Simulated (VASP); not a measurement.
CdTe:

```
Cd Te
1.0
     0.00000    3.24780    3.24780
     3.24780    0.00000    3.24780
     3.24780    3.24780    0.00000
Cd Te
1 1
Direct
  0.00000 0.00000 0.00000
  0.25000 0.25000 0.25000
```

Base run:

```yaml
Program: VASP 6.6.1
Functional: PBEsol
Potentials_or_basis: VASP PAW PBE potentials, release 64 (Cd, Te)
Cutoff: 520 eV
k_mesh: 8 × 8 × 8
Occupations: gaussian, width 0.03 eV
Spin: no spin polarisation
```

Its results: band gap on the k mesh 0.64 eV, direct; pressure 0.0 GPa.

Task: The run is repeated on the same cell with these changes: functional from PBEsol to LDA; potentials or basis from VASP PAW PBE potentials, release 64 (Cd, Te) to VASP PAW LDA potentials, release 64 (Cd, Te). What comes out?

Result: Band gap on the k mesh 0.53 eV, direct; pressure -1.5 GPa.

Caveats: spin-orbit coupling is left out, which moves the levels of the heavy elements; the PAW data sets were made with another functional, which shifts forces and pressure a little (some runs).
